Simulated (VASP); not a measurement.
AlP: relaxation of cell and atoms with PBEsol

Crystal: AlP.

```xyz
2
Lattice="0.0000 2.7357 2.7357 2.7357 0.0000 2.7357 2.7357 2.7357 0.0000" Properties=species:S:1:pos:R:3 pbc="T T T"
Al    0.0000    0.0000    0.0000
P     1.3679    1.3679    1.3679
```

```
Program                : VASP 6.6.1
Task                   : relaxation of cell and atoms
Functional             : PBEsol
Potentials or basis    : VASP PAW PBE potentials, release 64 (Al, P)
Cutoff                 : 600 eV
k mesh                 : 8 × 8 × 8
Occupations            : gaussian, width 0.03 eV
Spin                   : no spin polarisation
Further INCAR settings : ALGO = Normal; EDIFF = 1e-07; IBRION = 2; EDIFFG = -0.005; NSW = 90; ISIF = 3
```

```
Pressure after relaxing : 0.0 GPa
Band gap on the k mesh  : 1.45 eV, indirect (least direct gap 3.15 eV)
```

Final structure:
```cif
data_structure
_symmetry_space_group_name_H-M 'P 1'
_symmetry_Int_Tables_number 1
_cell_length_a 3.8689
_cell_length_b 3.8689
_cell_length_c 3.8689
_cell_angle_alpha 60.000
_cell_angle_beta 60.000
_cell_angle_gamma 60.000
_cell_volume 40.95
loop_
_atom_site_label
_atom_site_type_symbol
_atom_site_fract_x
_atom_site_fract_y
_atom_site_fract_z
_atom_site_occupancy
Al1 Al 0.00000 0.00000 0.00000 1
P1 P 0.25000 0.25000 0.25000 1
```

Levels at points of the mesh, in eV from the valence-band top:
| k point | band 2 | band 3 | band 4 | band 5 | band 6 | band 7 |
| --- | --- | --- | --- | --- | --- | --- |
| (0.00, 0.00, 0.00) | 0.00 | 0.00 | 0.00 | 3.15 | 4.50 | 4.50 |
| (0.50, 0.00, 0.00) | -5.55 | -0.76 | -0.76 | 2.71 | 4.75 | 4.75 |
| (0.50, 0.50, 0.00) | -5.32 | -2.11 | -2.11 | 1.45 | 2.37 | 10.94 |

Run time: 8 s on 4 MPI ranks on Intel(R) Xeon(R) Platinum 8375C CPU @ 2.90GHz (Ice Lake), with other jobs on the host, peak memory 0.16 GiB a rank.

Caveat: the relaxation stopped at its first step, so nothing moved; the PAW data sets were made with another functional, which shifts forces and pressure a little. A k mesh can miss the band edges.
